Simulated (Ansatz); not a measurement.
Rows from a G0W0 calculation on AlN (P6_3mc) (Ansatz 0.2.0; G0W0 on PBE, plane waves, PAW; 6×6×4 mesh, 44 empty bands, screening to 60 eV), in eV. Spin-orbit coupling is left out.

The database entry behind the starting cell differs from later determinations by our own check (inner coordinate u about 0.002 short), so it need not match the best structure at ambient conditions.

```
row  k  band   start       Σx  Σc at the solution      Vxc
  A  Γ    v1   7.113  -21.778               3.665  -17.813
  B  Γ    c1  11.326   -9.800              -3.688  -14.459
  C  Γ    c2  13.781   -7.936              -4.162  -13.205
  D  Γ    v2   6.933  -21.717               3.705  -17.672
```

Question: Give the quasiparticle energies and the shift of each level.

The quasiparticle equation reads E = start + Σx + Σc(E) − Vxc.

```
row  E (eV)  shift (eV)
  A   6.813      −0.300
  B  12.297      +0.971
  C  14.889      +1.107
  D   6.593      −0.340
```

The gap over the computed points goes from 4.21 eV to 5.48 eV.

Limits: not at the basis limit.

[Paths, hosts, dates, memory and timing lines, banners, echoed tables and standing remarks are left out of the program output.]

[Logs are printed without paths, hosts, clocks, repeated set-up lines and the standing remarks that a program may print on its own settings, such as how far it seeks lower states.]

[Runs of the session that timed out or met a known fault of the program may be left out.]

[Cells called generated may have been cut or substituted from an entry of the Crystallography Open Database or the Materials Project.]

[Hosts, paths, dates, database ids (printed as entryN), source tags and the programs' standing remarks are cut or masked in the printed files.]
